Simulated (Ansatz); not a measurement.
**Convergence test, C**

Computed with DFT r2SCAN, scalar-relativistic, plane waves, PAW (Ansatz).

```
C
1.0
     1.22805   -2.12706    0.00000
     1.22805    2.12706    0.00000
     0.00000    0.00000    7.17327
C
4
Cartesian
  1.2280 1.7724 5.4025
  1.2280 -0.3547 1.7708
  1.2280 -1.7724 1.7708
  1.2280 0.3547 5.4025
```

```
plane-wave cutoff              : 500 eV
Γ-centred k-mesh               : 18×18×6
occupation rule                : Gaussian smearing, 0.1 eV
spin treatment                 : unpolarised
valence charge of the PAW sets : C 4
```

The atoms are held and the ratio of density to wavefunction cutoff is swept. Energies are extrapolated to zero smearing and count from the reference run, 9. The cell isn't necessarily relaxed at this level. Pressure is positive in compression.

```tsv
ratio	ΔE (meV/atom)	P (GPa)	largest change of a force component (eV/Å)	gap on mesh (eV)
2	?	?	?	?
3	0.00	-0.12	0.000	0.025
9	0.00	-0.12	0.000	0.025
```

(1) Fill in the withheld rows.

Answers

(1) The withheld rows:

| ratio | ΔE (meV/atom) | P (GPa) | largest change of a force component (eV/Å) | gap on mesh (eV) |
| --- | --- | --- | --- | --- |
| 2 | -0.52 | -0.04 | 0.001 | 0.025 |

This form isn't the element's structure at ambient conditions.

Cost: 3 runs of about 0.43 core-minutes in all, on AMD EPYC 9R45 (Zen 5) (shared hosts).